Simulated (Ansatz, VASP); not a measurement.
## One calculation of CdTe, two programs

```
Cd Te
1.0
     0.00000    3.30869    3.30869
     3.30869    0.00000    3.30869
     3.30869    3.30869    0.00000
Cd Te
1 1
Direct
  0.00000 0.00000 0.00000
  0.75000 0.75000 0.75000
```

Alike in both runs: functional PBE; k mesh 8 × 8 × 8; occupations gaussian, width 0.02 eV; no spin polarisation.

Ansatz relaxed the structure, and its values are those at the end. VASP's run is a single point on that final structure, the one shown.

```csv
,VASP,Ansatz
version,VASP 6.6.1,Ansatz 0.2.0
potentials or method,"VASP PAW PBE potentials, release 64 (Cd, Te)","scalar-relativistic, plane waves, PAW"
plane-wave cutoff (eV),520,420
valence electrons in the cell,18,36
```

Ansatz gave:

```
gap on the k mesh at the Fermi level (eV) : 0.59
least direct gap on the mesh (eV)         : 0.59
pressure (GPa)                            : 0.0
```

Problem. Which values does VASP return?

Solution. gap on the k mesh at the Fermi level (eV): 0.58; least direct gap on the mesh (eV): 0.58; pressure (GPa): 0.1.

The two sets of potentials don't hold the same shells in valence.

Caveats: spin-orbit coupling is left out, which moves the levels of the heavy elements.
